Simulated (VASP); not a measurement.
HfB2, 3 atoms in the cell. Symmetry: P6/mmm, No. 191, hexagonal system. The conventional cell has a = 3.140 Å, b = 3.140 Å, c = 3.480 Å, α = 90.00°, β = 90.00°, γ = 120.00°. Hf (site symmetry 6/mmm) is surrounded by 12 B at 2.51 Å. Around B (site symmetry -6m2) lie 3 B at 1.81 Å. 

```yaml
Program: VASP 6.6.1
Task: single point
Functional: LDA
Potentials_or_basis: VASP PAW LDA potentials, release 64 (Hf_pv, B)
Cutoff: 520 eV
k_mesh: 10 × 10 × 8
Occupations: fermi-dirac, width 0.05 eV
Spin: no spin polarisation
Hubbard_terms: Hf d U = 3 eV
Further_INCAR_settings: ALGO = Fast; EDIFF = 1e-07; NBANDS = 15
```

Potentials or basis: VASP PAW LDA potentials, release 64 (Hf_pv, B).

Run with:

```bash
$ cat potpaw_LDA.64/Hf_pv/POTCAR potpaw_LDA.64/B/POTCAR > POTCAR
$ mpirun -np 1 vasp_std > vasp.out
```

Hardware: 1 thread of Intel(R) Xeon(R) Platinum 8488C (Sapphire Rapids) (shared host).

Estimate the wall time of this run.

It took 16 s on 1 thread of Intel(R) Xeon(R) Platinum 8488C (Sapphire Rapids), on a shared host, peak memory 0.15 GiB. Counts: scf iterations 16, k points 70.
